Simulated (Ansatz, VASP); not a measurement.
Given: the input of a run of Ansatz 0.2.0 on ZnS. 

input.yaml

```yaml
crystal:
  lattice:
    - [0.0, 2.702, 2.702]
    - [2.702, 0.0, 2.702]
    - [2.702, 2.702, 0.0]
  atoms:
    - { symbol: Zn, position: [0.75, 0.75, 0.75] }
    - { symbol: S, position: [0.0, 0.0, 0.0] }
hamiltonian:
  xc: pbesol
  pseudopotentials: { kind: paw }
kpoints:
  mp_grid: { grid: [9, 9, 9] }
scf:
  occupations: { method: fermi_dirac, width: 0.05 }
output:
  forces: true
  stress: true
  write_density: true
  write_potential: true
  elf: true
  volumetric_format: npy
relax:
  f_tol: 0.01
  max_steps: 40
  cell: { stress_tol: 0.05 }
```

Potentials or basis: Ansatz PAW.

Command:

```console
$ ansatz run input.yaml --threads 2 --pin off --max-ram 5632MiB --backend cpu --events-out ev --progress --plain --runs-dir out
```

What does the same run look like in VASP 6.6.1? Potentials or basis there: PBE PAW files S, Zn, 600 eV.

As run (cutoffs and basis follow the program's own potentials, and thresholds, step limits or extra output files can differ):

The input INCAR:

```
SYSTEM = ZnS
PREC = Accurate
ENCUT = 600
EDIFF = 1E-6
ISMEAR = -1
SIGMA = 0.05
LREAL = .False.
LASPH = .True.
NELM = 100
ALGO = Normal
ISIF = 3
LWAVE = .False.
LCHARG = .False.
GGA = PS
IBRION = 2
NSW = 60
EDIFFG = -0.005
```

Contents of KPOINTS:

```
regular mesh
0
Gamma
  9 9 9
  0 0 0
```

The input POSCAR:

```
ZnS
1.0
    0.0000000000      2.7020000000      2.7020000000
    2.7020000000      0.0000000000      2.7020000000
    2.7020000000      2.7020000000      0.0000000000
Zn S
1 1
Direct
    0.7500000000      0.7500000000      0.7500000000
    0.0000000000      0.0000000000      0.0000000000
```

Potentials or basis: VASP PAW PBE potentials, release 64 (Zn, S).

Launch:

```console
$ cat potpaw_PBE.64/Zn/POTCAR potpaw_PBE.64/S/POTCAR > POTCAR
$ mpirun -np 1 vasp_std > vasp.out
```

Both were run:

|  | Ansatz | VASP |
| --- | --- | --- |
| Relaxed volume | 19.20 Å³/atom | 19.26 Å³/atom |
| Relaxed cell | a = 3.787 Å, b = 3.787 Å, c = 3.787 Å, α = 60.00°, β = 60.00°, γ = 60.00° | a = 3.791 Å, b = 3.791 Å, c = 3.791 Å, α = 60.00°, β = 60.00°, γ = 60.00° |
| Space group after relaxing | F-43m (No. 216) | F-43m (No. 216) |
| Pressure after relaxing | 0.0 GPa | 0.0 GPa |

Ansatz's pressure holds a Pulay term of +0.06 GPa for its cutoff of 420 eV, which the other run lacks.

Ansatz's potentials were made for PBE. VASP's potentials were made for PBE.

Where Ansatz's input types no cutoff or centring, it takes its own default and a Γ-centred mesh.

Pressure is positive in compression.
